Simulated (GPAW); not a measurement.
Here is a GPAW 26.7.0 calculation.

Contents of run.py:

```python
from ase.eos import EquationOfState
from ase.io import Trajectory, read
from ase.units import GPa
from gpaw import GPAW, PW, setup_paths

setup_paths.insert(0, '.')

atoms = read('POSCAR')

traj = Trajectory('eos.traj', 'w')
volumes, energies = [], []
for x in [0.94, 0.96, 0.98, 1.0, 1.02, 1.04, 1.06]:
    a = atoms.copy()
    a.set_cell(atoms.cell * x**(1 / 3), scale_atoms=True)
    calc = GPAW(mode=PW(600),
                xc='GGA_X_OPTX+GGA_C_LYP',
                kpts={'size': (6, 6, 6), 'gamma': True},
                occupations={'name': 'fermi-dirac', 'width': 0.05},
                nbands=18,
                convergence={'density': 1e-05, 'energy': 1e-05},
                eigensolver='davidson',
                maxiter=150,
                txt=f'eos-{x:.2f}.txt')
    a.calc = calc
    energies.append(a.get_potential_energy(force_consistent=True))
    volumes.append(a.get_volume())
    p = -a.get_stress()[:3].mean() / GPa
    calc.write(f'eos-{x:.2f}.gpw')
    traj.write(a)
    print(f'{x:.2f} {volumes[-1]:10.4f} A^3 {energies[-1]:14.6f} eV {p:9.3f} GPa', flush=True)

v0, e0, B = EquationOfState(volumes, energies, eos='birchmurnaghan').fit()
print(f'V0 = {v0:.4f} A^3, E0 = {e0:.6f} eV, B0 = {B / GPa:.2f} GPa')
```

Contents of POSCAR:

```
CdS
1.0
    0.0000000000      2.9165000000      2.9165000000
    2.9165000000      0.0000000000      2.9165000000
    2.9165000000      2.9165000000      0.0000000000
Cd S
1 1
Direct
    0.0000000000      0.0000000000      0.0000000000
    0.7500000000      0.7500000000      0.7500000000
```

Potentials or basis: PAW data sets generated in the run's folder for this functional, pw.

Command:

```sh
$ gpaw-setup -f GGA_X_OPTX+GGA_C_LYP Cd S
$ OMP_NUM_THREADS=1 python run.py
```

(1) Estimate the bulk modulus.

(2) Predict the equilibrium volume.

Results:

(1) 45 GPa (rough).

(2) 27.02 Å³/atom (rough: see the caveat).

Caveat: the minimum lies outside the volumes run.
